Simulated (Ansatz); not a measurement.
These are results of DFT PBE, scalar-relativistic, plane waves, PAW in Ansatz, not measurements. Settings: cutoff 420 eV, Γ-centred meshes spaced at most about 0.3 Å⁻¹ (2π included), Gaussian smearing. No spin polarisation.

These are static total energies at zero pressure.

Two forms of Al₃In₂As₅ were relaxed alike.

A. Space group I-4m2 (No. 119), tetragonal, a = 4.171 Å, c = 29.614 Å. Al on a site of symmetry 2mm has 4 As at 2.50–2.51 Å; around Al on a site of symmetry -4m2 lie 4 As at 2.51 Å; In has 4 As at 2.64–2.65 Å; As on a site of symmetry -4m2 has 4 In at 2.64 Å; around As on a site of symmetry 2mm lie 2 Al at 2.50 Å and 2 In at 2.65 Å; 1 more site not described.

B. Space group I-4m2 (No. 119), tetragonal, a = 4.171 Å, c = 29.584 Å. Al on a site of symmetry 2mm has 4 As at 2.49–2.51 Å; Al on a site of symmetry -4m2 has 4 As at 2.50 Å; In is surrounded by 4 As at 2.65 Å; As on a site of symmetry 2mm is surrounded by 2 Al at 2.49 Å and 2 In at 2.65 Å; As on a site of symmetry -4m2 is surrounded by 4 Al at 2.51 Å; 1 more site not described.

Problem. Which placement of the atoms is lower in energy, and by how much?

Solution. They are level within the accuracy (3 meV/atom apart, with B the lower in these runs). The two share one framework of sites and differ in which element sits where. A has Al and In ordered on zinc blende sites, space group I-4m2 (No. 119), 25.8 Å³/atom and a gap of 0.61 eV on its mesh; B has Al and In ordered on zinc blende sites, space group I-4m2 (No. 119), 25.7 Å³/atom and a gap of 0.68 eV. Counting As atoms around Al and In (those within 1.25 times the shortest such distance or 1.15 times the sum of covalent radii, 1.27 where that leaves under three), A and B both have Al 4, In 4. Both come from invented guesses.

Kohn–Sham gaps at this level usually fall short of measured ones. Cells relaxed within their symmetry can be saddle points.
